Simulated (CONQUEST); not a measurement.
## MgSe under changes of volume

One of the cells (20.246 Å³/atom); the others are scaled copies at fixed shape and fractional positions:

```xyz
4
Lattice="3.8544 0.0000 0.0000 0.0000 3.8544 0.0000 0.0000 0.0000 5.4510" Properties=species:S:1:pos:R:3 pbc="T T T"
Se    0.0000    0.0000    2.7255
Se    1.9272    1.9272    0.0000
Mg    0.0000    0.0000    0.0000
Mg    1.9272    1.9272    2.7255
```

```yaml
Program: CONQUEST 1.3
Functional: PBEsol
Potentials_or_basis: PseudoDojo NC PBEsol, DZP, grid of 36 × 36 × 60 points
k_mesh: 7 × 7 × 5
Occupations: fermi-dirac, width 0.05 eV
Spin: no spin polarisation
```

```csv
volume (Å³/atom),energy over the lowest point (meV/atom),pressure (GPa),gap on the mesh (eV)
19.031,39.59,7.2,1.75
19.436,?,?,?
19.841,13.46,3.8,1.69
20.246,5.70,2.4,1.66
20.651,1.17,1.3,1.63
21.056,0.00,-0.3,1.60
21.461,2.57,-1.4,1.56
```

What does the run at 19.436 Å³/atom give?

Energy over the lowest point 24.80 meV/atom; pressure 5.2 GPa; gap on the mesh 1.72 eV.

Worked out: A Birch-Murnaghan fit of order 3 (a polynomial in V^(-2/3)) to the other rows has its minimum at 20.97 Å³/atom with B0 = V·E''(V) = 71 GPa (rough, since the energies scatter). It gives 24.89 meV/atom at 19.436 Å³/atom, against the run's 24.80, and -dE/dV = 5.2 GPa, against 5.2. A straight line through the other rows of the gap, of slope -1.55 eV per unit of ln V, gives 1.72 eV, against the run's 1.72.

Energies are extrapolated to zero smearing.

Caveats: an odd mesh through Γ misses points on the zone boundary, where band edges often lie; the basis of atomic orbitals isn't converged, which shifts pressures, moduli and gaps; the real-space grid breaks the cell's symmetry a little (some runs). Spin-orbit coupling on Se is left out.
